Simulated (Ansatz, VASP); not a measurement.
Given: the input of a run of Ansatz 0.2.0 on ZnS (Wurtzite-4H).

Contents of input.yaml:

```yaml
crystal:
  lattice:
    - [3.8227, 0.0, 0.0]
    - [-1.91135, 3.310555311, 0.0]
    - [0.0, 0.0, 12.52]
  atoms:
    - { symbol: Zn, position: [0.6666666667, 0.3333333333, 0.75] }
    - { symbol: Zn, position: [0.3333333333, 0.6666666667, 0.25] }
    - { symbol: Zn, position: [0.0, 0.0, 0.5] }
    - { symbol: Zn, position: [0.0, 0.0, 0.0] }
    - { symbol: S, position: [0.6666666667, 0.3333333333, 0.9375] }
    - { symbol: S, position: [0.3333333333, 0.6666666667, 0.4375] }
    - { symbol: S, position: [0.0, 0.0, 0.6875] }
    - { symbol: S, position: [0.0, 0.0, 0.1875] }
hamiltonian:
  xc: rpbe
  pseudopotentials: { kind: paw }
  dispersion: d4
kpoints:
  mp_grid: { grid: [8, 8, 3] }
scf:
  occupations: { method: fermi_dirac, width: 0.05 }
output:
  forces: true
  stress: true
relax:
  f_tol: 0.01
  max_steps: 40
  cell: { stress_tol: 0.05 }
```

Potentials or basis: Ansatz PAW.

The run is started by

```console
$ ansatz run input.yaml --threads 4 --pin off --max-ram 11264MiB --backend cpu --events-out ev --progress --plain --runs-dir out
```

**Question.** Translate it to VASP 6.6.1. Potentials there: VASP PAW PBE potentials, release 64 (Zn, S).

**Answer.** As run (the cutoff follows the program's own potentials):

The input INCAR:

```
SYSTEM = ZnS
  PREC = Accurate
  ENCUT = 600
  EDIFF = 1E-6
  ISMEAR = -1
  SIGMA = 0.05
  LREAL = .FALSE.
  LASPH = .TRUE.
  NELM = 100
  ALGO = Normal
  ISIF = 3
  LWAVE = .FALSE.
  LCHARG = .FALSE.
  GGA = RP
  IVDW = 13
  IBRION = 2
  NSW = 60
  EDIFFG = -0.01
```

KPOINTS

```
Automatic mesh
0
G
  8 8 3
  0 0 0
```

The input POSCAR:

```
ZnS
1.0
    3.8227000000      0.0000000000      0.0000000000
   -1.9113500000      3.3105553110      0.0000000000
    0.0000000000      0.0000000000     12.5200000000
Zn S
4 4
Direct
    0.6666666667      0.3333333333      0.7500000000
    0.3333333333      0.6666666667      0.2500000000
    0.0000000000      0.0000000000      0.5000000000
    0.0000000000      0.0000000000      0.0000000000
    0.6666666667      0.3333333333      0.9375000000
    0.3333333333      0.6666666667      0.4375000000
    0.0000000000      0.0000000000      0.6875000000
    0.0000000000      0.0000000000      0.1875000000
```

Potentials or basis: VASP PAW PBE potentials, release 64 (Zn, S).

Launch:

```sh
$ cat potpaw_PBE.64/Zn/POTCAR potpaw_PBE.64/S/POTCAR > POTCAR
$ mpirun -np 1 vasp_std > vasp.out
```

Both were run:

|  | VASP | Ansatz | Ansatz less VASP |
| --- | --- | --- | --- |
| relaxed volume (Å³/atom) | 19.32 | 19.27 | -0.053 |
| relaxed cell length with the largest relative difference (Å) | 3.792 | 3.789 | -0.0038 |
| energy change over the relaxation (meV/atom) | -3 | -3 | -0.5 |

Caveats: the PAW data sets were made with another functional, which shifts forces and pressure a little (VASP); the plane-wave basis is chosen anew once the cell has moved, so the energies of steps on either side of that aren't comparable (Ansatz); the PAW data sets come from PBE, with cores solved anew for the run's functional, which leaves a small shift of forces and pressure (Ansatz). A k mesh can miss the band edges.
